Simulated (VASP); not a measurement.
Ir under changes of volume

One of the cells (14.920 Å³/atom); the others are scaled copies at fixed shape and fractional positions:

```
Ir
1.0
     2.76960    0.00000    0.00000
    -1.38480    2.39854    0.00000
     0.00000    0.00000    4.49184
Ir
2
Direct
  0.33333 0.66667 0.25000
  0.66667 0.33333 0.75000
```

This isn't the form of Ir at room conditions, which is fcc.

- Program: VASP 6.6.1
- Functional: PBE
- Potentials or basis: VASP PAW PBE potentials, release 64 (Ir)
- Cutoff: 520 eV
- k mesh: 11 × 11 × 6
- Occupations: fermi-dirac, width 0.05 eV
- Spin: no spin polarisation

```csv
volume (Å³/atom),energy over the lowest point (meV/atom),pressure (GPa)
13.749,54.04,23.9
14.042,?,?
14.335,0.00,6.4
14.920,2.68,-7.2
15.212,21.29,-12.9
15.505,49.60,-17.9
```

Q: What does the run at 14.042 Å³/atom give?

A: Energy over the lowest point 19.03 meV/atom; pressure 14.6 GPa.

Worked out: A Birch-Murnaghan fit of order 3 (a polynomial in V^(-2/3)) to the other rows has its minimum at 14.59 Å³/atom with B0 = V·E''(V) = 345 GPa and B' = 5.2 at fixed shape and positions, which overstates the stiffness. It gives 19.01 meV/atom at 14.042 Å³/atom, against the run's 19.03, and -dE/dV = 14.6 GPa, against 14.6.

Energies are extrapolated to zero smearing.
